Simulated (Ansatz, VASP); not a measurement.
# Cross-check of SrIBr (1T-SrBrI, 1 layer) between VASP and Ansatz

Wanted: the spread between two codes on one cell, functional and k mesh. The structure shown is the start of the Ansatz relaxation below; VASP solves that cell, so the two are compared at the walk's first step.

Method: plane waves, with VASP 6.6.1 beside it; single point at PBE, in Ansatz 0.2.0.

## Step 1: Starting point

The cell holds 3 atoms: 1 I, 1 Sr and 1 Br. Cell: a = 4.390 Å, b = 4.390 Å, c = 18.790 Å, α = 90.0°, β = 90.0°, γ = 120.0°. Vacuum lies along c.

## Step 2: Ansatz: relaxation, PBE

Ansatz runs on its default PAW (the set named soft_2) files.

The two programs are compared at the cell with which this relaxation starts, whose forces are those of its first step.

input.yaml

```yaml
crystal:
  lattice:
    - [4.390315, 0.0, 0.0]
    - [-2.1951575, 3.8021243206, 0.0]
    - [0.0, 0.0, 18.7904707193]
  atoms:
    - { symbol: I, position: [0.6666666667, 0.3333333333, 0.3991384842] }
    - { symbol: Sr, position: [0.0, 0.0, 0.5084496636] }
    - { symbol: Br, position: [0.3333333333, 0.6666666667, 0.6008615158] }
kpoints:
  mp_grid: { grid: [6, 6, 1] }
hamiltonian:
  xc: pbe
scf:
  occupations: { method: fermi_dirac, width: 0.05 }
  convergence: { dr2_threshold: 1.0e-08 }
efield:
  axis: 3
  dipole_correction: true
  ramp_position: 0.97
  ramp_width: 0.04
relax:
  f_tol: 0.01
  cell: { fix: [c, alpha, beta] }
output:
  write_potential: true
  write_density: true
  volumetric_format: npy
```

The run is started by

```bash
ansatz run input.yaml --threads 4 --pin off --max-ram 8192MiB --backend cpu --events-out ev --progress --plain --runs-dir out
```

Numbers of over 12 decimals in the logs are rounded to 6 here.

What it wrote:

```text
Warning: relax.cell: scf.convergence.dr2_threshold = 1e-8 eV is looser than the 3e-10 eV advised for a relaxation that steers and ends on the stress (1e-10 eV for each atom of the cell: 3). What an SCF threshold leaves in a stress goes as its square root, and in the free energy as the threshold itself, and one threshold admits the most on a small cell: [figures from the program's tests cut] Set scf.convergence.dr2_threshold to 3e-10 eV or tighter. The threshold is an SCF's pass mark: one that does not reach it within its budget of iterations ends unconverged, or closes short of it on a stop that the run arms, and scf.convergence.dr2_threshold's page says what that costs each kind of run
Engine: ansatz 0.2.0, aarch64-unknown-linux-gnu
Pseudopotentials: kind: paw
Pseudopotential: I, paw, valence charge 17, recommended cutoff 420 eV (normal), I.paw.azcp
Pseudopotential: Sr, paw, valence charge 10, recommended cutoff 420 eV (normal), Sr.paw.azcp
Pseudopotential: Br, paw, valence charge 7, recommended cutoff 420 eV (normal), Br.paw.azcp
Functional definition: PBE
  parameter kappa = 0.804
  parameter beta = 0.066725
  exchange = pbe_x(kappa = kappa, mu = beta*pi^2/3)
  correlation = pbe_c(beta = beta)
Crystal: 3 atoms, lattice volume = 313.660 Å³
Basis set: ecut = 420 eV, 6189 PW (Γ), exchange–correlation on 60×60×256 points (8 copies of the dense FFT grid, shifted against one another)
Bands: 21, of which v1, the nominal top of the filled ones, is band 17 counted from 1 (16 counted from 0)
Symmetry: 6 space group operations
Space group: P3m1 (ITA 156), of the structure as read, at distance tolerance 6.8e-5 Å
k-points: 7 of 36 (time reversal used)
Non-local potential: I, projectors of the file, l = 0: 2, l = 1: 2, l = 2: 2, l = 3: 2
Non-local potential: Sr, projectors of the file, l = 0: 3, l = 1: 2, l = 2: 2
Non-local potential: Br, projectors of the file, l = 0: 2, l = 1: 2, l = 2: 2
PAW form: soft (Blöchl's): semilocal exchange-correlation on the pseudo side does not see the compensation charge
PAW one-centre angular grid: I, 590 points (default); XC on 64 Gauss nodes
PAW one-centre angular grid: Sr, 110 points (default); XC on 64 Gauss nodes
PAW one-centre angular grid: Br, 110 points (default); XC on 64 Gauss nodes
Initial density: superposition of atomic densities (neutral atoms: chi_scale 0, normalization atom), corrected by the library's trained network
Initial wavefunctions: pseudopotential atomic-orbital guess
Functional: x = pbe(κ = 0.804, μ = 0.219515), c = pbe(β = 0.066725)
SCF iter   1: F=—  HF=-13845.953978 eV  |F-HF|=—  |Δ(HF+E_count)|=         —  Δρ=4.60e-4  dr2=3.83e-3  ethr=1.77e-3  p=0.010 e·Å  D=5.80e-3 V/Å  ΔV_dip=-0.11 eV  dr2_dipole=4.96e-5  V_vac-E_F(+/−)=4.62/4.73 eV  ⟨swp⟩=14.9  Hψ=1276  notcnv=0
efield: sawtooth ramp at fractional position 0.9700 (set: `efield.ramp_position`, or a place that a band, a saddle search or an elastic batch's reference lends), width 0.0400; the density the first Hamiltonian is built on has a dipole p = 0.010 e·Å; the dipole correction subtracts the counter field D = 5.80e-3 V/Å, which shifts the + side's vacuum level by -0.11 eV against the − side's; the planar-averaged density in the ramp window peaks in size at 2.4e-5 e/Å³
preconditioner: auto → Resta (q_TF=auto, 1.884 Å⁻¹)  ε∞=1.8  [insulator: Δε(μ)=3.816 eV  Ē_g=9.453 eV  σ=0.050 eV  W_gap=1.00  n_scr=40 (ndim 8)  ℏωp=8.4 eV  f_vac=0.616  D(μ)=0.00/eV (n_scr^D=0)  ε∞_Penn≈1.8  vacuum switching on, ρ_ref=6.5e-3 e/Å³]
SCF iter   2: F=—  HF=-13845.958466 eV  |F-HF|=—  |Δ(HF+E_count)|=   4.49e-3  Δρ=5.03e-4  dr2=3.00e-3  ethr=1.13e-5  p=0.005 e·Å  D=2.92e-3 V/Å  ΔV_dip=-0.05 eV  dr2_dipole=1.34e-10  V_vac-E_F(+/−)=4.74/4.80 eV  ⟨swp⟩=3.0  Hψ=372  notcnv=0
SCF iter   3: F=—  HF=-13845.957978 eV  |F-HF|=—  |Δ(HF+E_count)|=   4.88e-4  Δρ=2.62e-4  dr2=5.72e-4  ethr=8.82e-6  p=0.005 e·Å  D=3.00e-3 V/Å  ΔV_dip=-0.06 eV  dr2_dipole=1.46e-6  V_vac-E_F(+/−)=4.73/4.78 eV  ⟨swp⟩=2.0  Hψ=175  notcnv=0
SCF iter   4: F=—  HF=-13845.958167 eV  |F-HF|=—  |Δ(HF+E_count)|=   1.89e-4  Δρ=9.85e-5  dr2=6.57e-5  ethr=1.68e-6  p=0.007 e·Å  D=4.10e-3 V/Å  ΔV_dip=-0.08 eV  dr2_dipole=9.22e-6  V_vac-E_F(+/−)=4.72/4.79 eV  ⟨swp⟩=2.0  Hψ=193  notcnv=0
SCF iter   5: F=—  HF=-13845.958274 eV  |F-HF|=—  |Δ(HF+E_count)|=   1.07e-4  Δρ=7.73e-5  dr2=9.46e-5  ethr=1.93e-7  p=0.005 e·Å  D=3.15e-3 V/Å  ΔV_dip=-0.06 eV  dr2_dipole=5.28e-7  V_vac-E_F(+/−)=4.74/4.80 eV  ⟨swp⟩=3.1  Hψ=313  notcnv=0
[...]
Basis set: ecut = 420 eV, 7065 PW (Γ), exchange–correlation on 64×64×256 points (8 copies of the dense FFT grid, shifted against one another)
Initial wavefunctions: pseudopotential atomic-orbital guess (no wavefunctions were taken with the density)
iter 1 solved again at ethr=4.72e-6 eV; its pass at ethr=3.10e-3 eV (dr2=1.60e-3 eV) is discarded
SCF iter   1: F=—  HF=-13846.060473 eV  |F-HF|=—  |Δ(HF+E_count)|=         —  Δρ=5.56e-4  dr2=4.49e-5  ethr=4.72e-6  p=0.034 e·Å  D=1.73e-2 V/Å  ΔV_dip=-0.32 eV  dr2_dipole=1.87e-6  V_vac-E_F(+/−)=4.47/4.79 eV  ⟨swp⟩=3.0  Hψ=1677  notcnv=0
efield: sawtooth ramp at fractional position 0.9700 (set: `efield.ramp_position`, or a place that a band, a saddle search or an elastic batch's reference lends), width 0.0400; the density the first Hamiltonian is built on has a dipole p = 0.034 e·Å; the dipole correction subtracts the counter field D = 1.73e-2 V/Å, which shifts the + side's vacuum level by -0.32 eV against the − side's; the planar-averaged density in the ramp window peaks in size at 5.6e-6 e/Å³
preconditioner: auto → Resta (q_TF=auto, 1.841 Å⁻¹)  ε∞=1.7  [insulator: Δε(μ)=4.451 eV  Ē_g=9.397 eV  σ=0.050 eV  W_gap=1.00  n_scr=52 (ndim 8)  ℏωp=7.8 eV  f_vac=0.642  D(μ)=0.00/eV (n_scr^D=0)  ε∞_Penn≈1.7  vacuum switching on, ρ_ref=6.4e-3 e/Å³]
SCF iter   2: F=—  HF=-13846.079915 eV  |F-HF|=—  |Δ(HF+E_count)|=   1.94e-2  Δρ=2.78e-4  dr2=1.06e-5  ethr=1.32e-7  p=0.035 e·Å  D=1.77e-2 V/Å  ΔV_dip=-0.33 eV  dr2_dipole=4.10e-7  V_vac-E_F(+/−)=4.47/4.80 eV  ⟨swp⟩=3.3  Hψ=280  notcnv=0
SCF iter   3: F=—  HF=-13846.086797 eV  |F-HF|=—  |Δ(HF+E_count)|=   6.88e-3  Δρ=1.24e-4  dr2=3.05e-6  ethr=3.11e-8  p=0.035 e·Å  D=1.75e-2 V/Å  ΔV_dip=-0.33 eV  dr2_dipole=2.37e-8  V_vac-E_F(+/−)=4.47/4.80 eV  ⟨swp⟩=3.6  Hψ=273  notcnv=0
SCF iter   4: F=—  HF=-13846.088932 eV  |F-HF|=—  |Δ(HF+E_count)|=   2.13e-3  Δρ=2.96e-5  dr2=7.48e-7  ethr=8.97e-9  p=0.035 e·Å  D=1.75e-2 V/Å  ΔV_dip=-0.33 eV  dr2_dipole=1.84e-7  V_vac-E_F(+/−)=4.47/4.79 eV  ⟨swp⟩=3.9  Hψ=313  notcnv=0
SCF iter   5: F=—  HF=-13846.089089 eV  |F-HF|=—  |Δ(HF+E_count)|=   1.58e-4  Δρ=3.92e-6  dr2=1.03e-7  ethr=2.20e-9  p=0.034 e·Å  D=1.73e-2 V/Å  ΔV_dip=-0.32 eV  dr2_dipole=1.83e-8  V_vac-E_F(+/−)=4.47/4.79 eV  ⟨swp⟩=3.0  Hψ=304  notcnv=0
SCF iter   6: F=-13846.089092 eV  HF=-13846.089092 eV  |F-HF|=1.96e-7  |Δ(HF+E_count)|=   2.83e-6  Δρ=9.84e-7  dr2=4.24e-9  ethr=2.94e-11  p=0.034 e·Å  D=1.73e-2 V/Å  ΔV_dip=-0.33 eV  dr2_dipole=3.80e-10  V_vac-E_F(+/−)=4.47/4.79 eV  ⟨swp⟩=11.3  Hψ=1275  notcnv=0
SCF 7 converged in 6 iterations: F = -13846.089092 eV  dr2 = 4.24e-9
relax step   7: F+E_penalty+E_count = -13846.08909242 eV  Δ(F+E_penalty+E_count) = -8.846e-4 eV  max|allowed force component| = 6.952e-4 eV/Å  Δτ_max = 0.0000 Å  P = +0.003 GPa  Ω = 360.705 Å³  fix = [c, alpha, beta]  reactions: c +0.000 GPa  stress off target by 4.40e-3 GPa on what of the cell is left free  SCF on the basis re-selected at this cell (its energy is not comparable with the rows above)  (6 SCF iters)
basis re-selected at this cell: Δ(F+E_penalty+E_count) = -8.846e-4 eV, ΔP = +0.002 GPa vs the last step (what re-selecting the basis moved, of the pressure what is left beyond the Pulay correction that the steps carried, after the strain that the cell walked since its last selection, with what the two solves' SCF thresholds leave and, on support functions, any second-order correction that the steps lacked; it is no measure of the basis error at this ecutwfc). The dense FFT grid was sized anew with the basis: this SCF ran on 32×32×128 points, the steps before it on 30×30×128, so part of this shift can come from that change (see relax.cell in the input reference). [rest of the remark cut]
WARN: The output density's exchange-correlation potential varies sharply where the density is thin. Do not read a vacuum level from v_tot or v_xc, or from such a field of the output density. On a cell that repeats whose density bears no net charge and no dipole along the vacuum's axis use v_es (v_loc + v_h of the components); under efield.dipole_correction with no amplitude use v_es + v_field, which holds any externa [...]
SCF converged after 6 iterations
Free energy (F): -13846.089092 eV
Harris-Foulkes:  -13846.089092 eV  (|F-HF|=1.96e-7)
Internal energy: -13846.089092 eV  (E = F + TS)
E sigma→0 (E₀):  -13846.089092 eV
Fermi energy:    -1.280909 eV
Dipole field:    D = 0.017283 V/Å  (p = 0.034451 e·Å, saw-weighted, corrected)
Work function:   Φ+ = 4.4667 eV   Φ− = 4.7915 eV
Levels:          The Fermi level and band energies are counted from a zero that moves with the ramp; work functions are not
--- Per-component energies (eV) ---
  E_band       = -767.973958
  E_kinetic    = 566.419112
  E_local      = -12334.453591  (includes V_loc(G=0)·N_el)
  E_nonlocal   = 181.888659
  E_hartree    = 5841.118980
  E_xc         = -565.970019
  E_vxc        = -394.195117  (∫ρ·V_xc dr)
  E_paw        = -9758.202315  (= ΣΔE_a)
  E_vpaw       = -470.026039  (= ΣTr[D̂ρ^β])
  E_aug_tail   = -0.000007  (compensation charges beyond the density's cutoff)
  E_efield     = 0.000298  (sawtooth field / dipole correction)
  E_vefield    = 0.153683  (∫n·V_field dr)
  E_ewald      = 2223.109790
  E_smearing   = -0.000000  (= −TS)
  E_closure    = 0.000000  (closes the sum)
  Σ components = -13846.089092   (vs F -13846.089092, Δ=0.00e0)
--- Forces (eV/Å), atoms counted from 1 ---
  atom   1  I      0.00000000     0.00000000    -0.00063266
  atom   2  Sr     0.00000000    -0.00000000     0.00069824
  atom   3  Br    -0.00000000    -0.00000000    -0.00005659
  max |Σ_I F_I| component: 8.99e-6 eV/Å
--- Stress (GPa, compression-positive) ---
        0.004397       0.000000      -0.000000
        0.000000       0.004397       0.000000
       -0.000000       0.000000       0.000465
  P = ⅓ Tr σ = 0.0031 GPa (0.031 kbar)
--- Band table (eV; the first three rows and the last of 7) ---
  k-point 0: bands = [... 13 lower, -4.8616, -3.8688, -3.5320, -3.5320, 0.9355, 1.8298, 1.8298, 2.0529]
  k-point 1: bands = [... 13 lower, -4.8518, -3.9584, -3.7379, -3.6239, 1.3387, 1.6870, 2.1250, 2.3063]
  k-point 2: bands = [... 13 lower, -4.8390, -4.3176, -3.8285, -3.7837, 1.1541, 2.3534, 2.5614, 2.7720]
  k-point 6: bands = [... 13 lower, -4.8480, -4.2719, -4.2145, -3.9606, 2.0477, 2.0762, 2.4215, 3.3049]
--- Relaxed structure (6 steps of the walk, 5 accepted, 1 SCFs on fresh bases) ---
  F+E_penalty+E_count = -13846.08909242 eV   max|allowed force component| = 6.952e-4 eV/Å   (the final SCF, on the basis selected at the relaxed cell)
  cell:  # Å, volume = 360.7045 Å³
    - [4.708056, 2.3517575989761564e-17, 0]
    - [-2.354028, 4.077296, 0]
    - [0, 0, 18.7904707193]
  atoms:
    - { symbol: I, position: [0.666667, 0.333333, 0.410132] }
    - { symbol: Sr, position: [2.9371605850643104e-19, 0, 0.509377] }
    - { symbol: Br, position: [0.333333, 0.666667, 0.588941] }
```

(Continued in part 2 of 2.)

[Lines on the potential files, build, host, timing and source positions are cut from VASP's logs without a mark.]

[Logs are printed without paths, hosts, clocks, repeated set-up lines and the standing remarks that a program may print on its own settings, such as how far it seeks lower states.]

[Hosts, paths, dates, database ids (printed as entryN), source tags and the programs' standing remarks are cut or masked in the printed files.]
